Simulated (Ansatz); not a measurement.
# WSe2: a stacking-fault curve

This session takes WSe2 and sets out to slide the crystal rigidly across a (0 0 1) plane.

Method: DFT PBE, scalar-relativistic, plane waves, PAW, in Ansatz 0.2.0.

2 further runs of the same task are left out: 2 set aside as unsound or not needed. Runs told in other sessions of the task aren't counted.

### Step 1. The structure to begin with

The structure is hexagonal, space group P6_3/mmc (No. 194). Conventional cell: a = 3.321 Å, b = 3.321 Å, c = 15.257 Å, α = 90.00°, β = 90.00°, γ = 120.00°. W (site symmetry -6m2) is surrounded by 6 Se at 2.55 Å. Se (site symmetry 3m) is surrounded by 3 W at 2.55 Å.

Structure file:

```cif
data_structure
_symmetry_space_group_name_H-M 'P6_3/mmc'
_symmetry_Int_Tables_number 194
_cell_length_a 3.3207
_cell_length_b 3.3207
_cell_length_c 15.2573
_cell_angle_alpha 90.000
_cell_angle_beta 90.000
_cell_angle_gamma 120.000
_cell_volume 145.70
loop_
_atom_site_label
_atom_site_type_symbol
_atom_site_symmetry_multiplicity
_atom_site_Wyckoff_symbol
_atom_site_fract_x
_atom_site_fract_y
_atom_site_fract_z
_atom_site_occupancy
W1 W 2 d 0.33333 0.66667 0.75000 1
Se1 Se 4 f 0.33333 0.66667 0.14002 1
```

This cell was relaxed beforehand with the same method: volume 24.28 Å³/atom, gap on the mesh 1.48 eV.

### Step 2. Zero of energy

Reference values: F = -42649.3297 eV; pressure 0.02 GPa; largest force 0.005 eV/Å; gap on the mesh 1.53 eV. It was computed beforehand with the settings of the runs below.

### Step 3. Setting up a stacking-fault curve

The cut lies on the cell's a–b face, a (0 0 1) plane of area 9.55 Å², between layers 1.68 Å apart (Se below, W above); the cell is 15.3 Å thick. The cut runs through bonds; the cell's widest gap between layers lies elsewhere, and sliding there would cost far less. Vector c is tilted by f times 1·a + 0·b (length 3.321 Å) with the atoms' Cartesian places fixed: one unrelaxed fault per cell.

### Step 4. f = 0.200

The input, input.yaml:

```yaml
crystal:
  lattice:
    - [-3.3206937274, 0.0, 0.0]
    - [-1.6603468637, -2.8758051261, 0.0]
    - [-0.6641387455, 0.0, 15.2573262715]
  atoms:
    - { symbol: W, position: [0.3223333333, 0.3333333333, 0.055] }
    - { symbol: W, position: [0.5556666667, 0.6666666667, 0.555] }
    - { symbol: Se, position: [0.2443293486, 0.3333333333, 0.4450199235] }
    - { symbol: Se, position: [0.477662682, 0.6666666667, 0.9450199235] }
    - { symbol: Se, position: [0.200337318, 0.3333333333, 0.6649800765] }
    - { symbol: Se, position: [0.6336706514, 0.6666666667, 0.1649800765] }
basis:
  ecutwfc: 420
kpoints:
  mp_grid: { grid: [9, 9, 2] }
hamiltonian:
  xc: pbe
scf:
  occupations: { method: gaussian, width: 0.05 }
output:
  forces: true
  stress: true
  eigenvalues: true
```

On the command line:

```console
$ ansatz run input.yaml --threads 2 --pin off --max-ram 5120MiB --backend cpu --events-out ev --progress --plain --runs-dir out
```

### Step 5. Point f = 0.400

The input, input.yaml:

```yaml
crystal:
  lattice:
    - [-3.3206937274, 0.0, 0.0]
    - [-1.6603468637, -2.8758051261, 0.0]
    - [-1.328277491, 0.0, 15.2573262715]
  atoms:
    - { symbol: W, position: [0.3113333333, 0.3333333333, 0.055] }
    - { symbol: W, position: [0.4446666667, 0.6666666667, 0.555] }
    - { symbol: Se, position: [0.1553253639, 0.3333333333, 0.4450199235] }
    - { symbol: Se, position: [0.2886586973, 0.6666666667, 0.9450199235] }
    - { symbol: Se, position: [0.0673413027, 0.3333333333, 0.6649800765] }
    - { symbol: Se, position: [0.6006746361, 0.6666666667, 0.1649800765] }
basis:
  ecutwfc: 420
kpoints:
  mp_grid: { grid: [9, 9, 2] }
hamiltonian:
  xc: pbe
scf:
  occupations: { method: gaussian, width: 0.05 }
output:
  forces: true
  stress: true
  eigenvalues: true
```

### Step 6. Point f = 0.100

The input, input.yaml:

```yaml
crystal:
  lattice:
    - [-3.3206937274, 0.0, 0.0]
    - [-1.6603468637, -2.8758051261, 0.0]
    - [-0.3320693727, 0.0, 15.2573262715]
  atoms:
    - { symbol: W, position: [0.3278333333, 0.3333333333, 0.055] }
    - { symbol: W, position: [0.6111666667, 0.6666666667, 0.555] }
    - { symbol: Se, position: [0.288831341, 0.3333333333, 0.4450199235] }
    - { symbol: Se, position: [0.5721646743, 0.6666666667, 0.9450199235] }
    - { symbol: Se, position: [0.2668353257, 0.3333333333, 0.6649800765] }
    - { symbol: Se, position: [0.650168659, 0.6666666667, 0.1649800765] }
basis:
  ecutwfc: 420
kpoints:
  mp_grid: { grid: [9, 9, 2] }
hamiltonian:
  xc: pbe
scf:
  occupations: { method: gaussian, width: 0.05 }
output:
  forces: true
  stress: true
  eigenvalues: true
```

### Step 7. f = 0.300

The input, input.yaml:

```yaml
crystal:
  lattice:
    - [-3.3206937274, 0.0, 0.0]
    - [-1.6603468637, -2.8758051261, 0.0]
    - [-0.9962081182, 0.0, 15.2573262715]
  atoms:
    - { symbol: W, position: [0.3168333333, 0.3333333333, 0.055] }
    - { symbol: W, position: [0.5001666667, 0.6666666667, 0.555] }
    - { symbol: Se, position: [0.1998273563, 0.3333333333, 0.4450199235] }
    - { symbol: Se, position: [0.3831606896, 0.6666666667, 0.9450199235] }
    - { symbol: Se, position: [0.1338393104, 0.3333333333, 0.6649800765] }
    - { symbol: Se, position: [0.6171726437, 0.6666666667, 0.1649800765] }
basis:
  ecutwfc: 420
kpoints:
  mp_grid: { grid: [9, 9, 2] }
hamiltonian:
  xc: pbe
scf:
  occupations: { method: gaussian, width: 0.05 }
output:
  forces: true
  stress: true
  eigenvalues: true
```

### Step 8. f = 0.500

The input, input.yaml:

```yaml
crystal:
  lattice:
    - [-3.3206937274, 0.0, 0.0]
    - [-1.6603468637, -2.8758051261, 0.0]
    - [-1.6603468637, 0.0, 15.2573262715]
  atoms:
    - { symbol: W, position: [0.3058333333, 0.3333333333, 0.055] }
    - { symbol: W, position: [0.3891666667, 0.6666666667, 0.555] }
    - { symbol: Se, position: [0.1108233716, 0.3333333333, 0.4450199235] }
    - { symbol: Se, position: [0.1941567049, 0.6666666667, 0.9450199235] }
    - { symbol: Se, position: [0.0008432951, 0.3333333333, 0.6649800765] }
    - { symbol: Se, position: [0.5841766284, 0.6666666667, 0.1649800765] }
basis:
  ecutwfc: 420
kpoints:
  mp_grid: { grid: [9, 9, 2] }
hamiltonian:
  xc: pbe
scf:
  occupations: { method: gaussian, width: 0.05 }
output:
  forces: true
  stress: true
  eigenvalues: true
```

(Steps that only read results are left out.)

Q: Predict the outcome of this session. Wanted: largest shear traction sampled.

As calculated:

| quantity | value |
| --- | --- |
| highest fault energy sampled | 8207 mJ/m² at f = 0.500 |
| largest shear traction sampled | 79.3 GPa |

In words: Of the points run, the one at f = 0.500 is highest, 8207 mJ/m². The values are for rigid blocks: relaxation normal to the plane would bring them down. The gap on the mesh, 1.53 eV at the start, reads zero at f = 0.400. These runs have no spin-orbit coupling; with W it would split and shift bands. Where a structure here is layered, its layers are held mostly by dispersion, which this level lacks, so their spacing and the stiffness across them are unreliable there. Where forces pass 15 eV/Å atoms stand far too close, the PAW spheres overlap strongly and those numbers are rough.
